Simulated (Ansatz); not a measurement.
**Ba under changes of volume**

One of the cells (67.563 Å³/atom); the others are scaled copies at fixed shape and fractional positions:

```xyz
1
Lattice="0.0000 3.2327 3.2327 3.2327 0.0000 3.2327 3.2327 3.2327 0.0000" Properties=species:S:1:pos:R:3 pbc="T T T"
Ba    0.0000    0.0000    0.0000
```

This isn't the form of Ba at room conditions, which is bcc.

- Program: Ansatz 0.2.0
- Functional: RPBE-LYP
- Potentials or basis: all-electron LAPW, inner shells corrected to Dirac's equation
- Cutoff: 65 eV (chosen from the basis error)
- Basis error allowed: 0.001 eV/atom
- k mesh: 7 × 7 × 7
- Occupations: fermi-dirac, width 0.025 eV
- Spin: no spin polarisation

```csv
volume (Å³/atom),energy over the lowest point (meV/atom),pressure (GPa)
63.510,34.23,1.3
64.861,24.06,1.1
66.212,15.90,0.9
67.563,?,?
68.915,4.86,0.5
70.266,1.71,0.3
71.617,0.00,0.1
```

Question: What does the run at 67.563 Å³/atom give?

Answer: Energy over the lowest point 9.55 meV/atom; pressure 0.7 GPa.

Worked out: A Birch-Murnaghan fit of order 3 (a polynomial in V^(-2/3)) to the other rows has its minimum at 72.74 Å³/atom, just outside them, with B0 = V·E''(V) = 7.8 GPa and B' = 3.4. It gives 9.54 meV/atom at 67.563 Å³/atom, against the run's 9.55, and -dE/dV = 0.7 GPa, against 0.7.

Energies are extrapolated to zero smearing.
